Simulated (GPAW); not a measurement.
A run of GPAW 26.7.0 is set up as follows.

Contents of run.py:

```python
from ase.filters import FrechetCellFilter
from ase.io import read, write
from ase.optimize import BFGS
from gpaw import GPAW, PW

atoms = read('POSCAR')

calc = GPAW(mode=PW(600),
            xc='revPBE',
            kpts={'size': (11, 11, 11), 'gamma': True},
            occupations={'name': 'fermi-dirac', 'width': 0.05},
            nbands=15,
            convergence={'density': 1e-05, 'forces': 0.0001},
            maxiter=150,
            txt='gpaw.txt')
atoms.calc = calc
opt = BFGS(FrechetCellFilter(atoms), trajectory='relax.traj', logfile='-')
done = opt.run(fmax=0.02, steps=60)
calc.write('gs.gpw')
write('result.traj', atoms)
print('Converged:', done)
print('Cell:', atoms.cell.cellpar().round(4))
print('Volume:', round(atoms.get_volume(), 4))
print(atoms.get_scaled_positions().round(5))
```

File POSCAR:

```
Ta
1.0
   -1.6512800000      1.6512800000      1.6512800000
    1.6512800000     -1.6512800000      1.6512800000
    1.6512800000      1.6512800000     -1.6512800000
Ta
1
Direct
    0.0000000000      0.0000000000      0.0000000000
```

Potentials or basis: the program's PAW data sets (release 1.2.1) made for this functional, pw.

Command:

```sh
$ OMP_NUM_THREADS=1 python run.py
```

Task: Predict the relaxed cell.

Result: a = 2.887 Å, b = 2.887 Å, c = 2.887 Å, α = 109.47°, β = 109.47°, γ = 109.47°.

Task: What does it give for the relaxed volume?

Result: 18.52 Å³/atom.

Task: Predict the band gap on the k mesh.

Result: None (metal or under the smearing width).

Task: Predict the space group after relaxing (to 0.05 Å).

Result: Im-3m (No. 229).

Step by step:
```csv
step,energy change (eV),largest force (eV/Å),pressure (GPa),volume (Å³)
1,0.0000,0.0000,5.56,18.01
2,-0.0080,0.0000,0.25,18.50
3,-0.0080,0.0000,0.01,18.52
```

Caveat: later steps reuse the first step's grids. revPBE gives volumes clearly too large for solids.
